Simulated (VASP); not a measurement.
Input of a VASP 6.6.1 run:

The input INCAR:

```
PREC = Accurate
ENCUT = 520
EDIFF = 1E-7
ISMEAR = 0
SIGMA = 0.1
LREAL = False
LASPH = True
NELM = 100
ALGO = Normal
ISIF = 2
LWAVE = False
LCHARG = False
GGA = PE
NBANDS = 18
```

File KPOINTS:

```
regular mesh
0
Gamma
  6 6 4
```

POSCAR

```
Te2Pt
1.0
    4.0469660800      0.0000000000      0.0000000000
   -2.0234830400      3.5047752900      0.0000000000
    0.0000000000      0.0000000000      5.4784388500
Te Pt
2 1
Direct
    0.6666666900      0.3333333400      0.7508609900
    0.3333333400      0.6666666900      0.2491390000
    0.0000000000      0.0000000000      0.0000000000
```

Potentials or basis: VASP PAW PBE potentials, release 64 (Te, Pt).

The run is started by

```sh
$ cat potpaw_PBE.64/Te/POTCAR potpaw_PBE.64/Pt/POTCAR > POTCAR
$ mpirun -np 1 vasp_std > vasp.out
```

Estimate the band gap on the k mesh.

none (metal or under the smearing width).

What does it give for the pressure?

1.6 GPa.

Predict the largest force.

0.197 eV/Å.

Forces in eV/Å, atoms in the order of the input:
```
Te   0.000  0.000 -0.197
Te   0.000  0.000  0.197
Pt   0.000  0.000  0.000
```

The run has no spin-orbit coupling, so splittings on Pt, Te are missing.
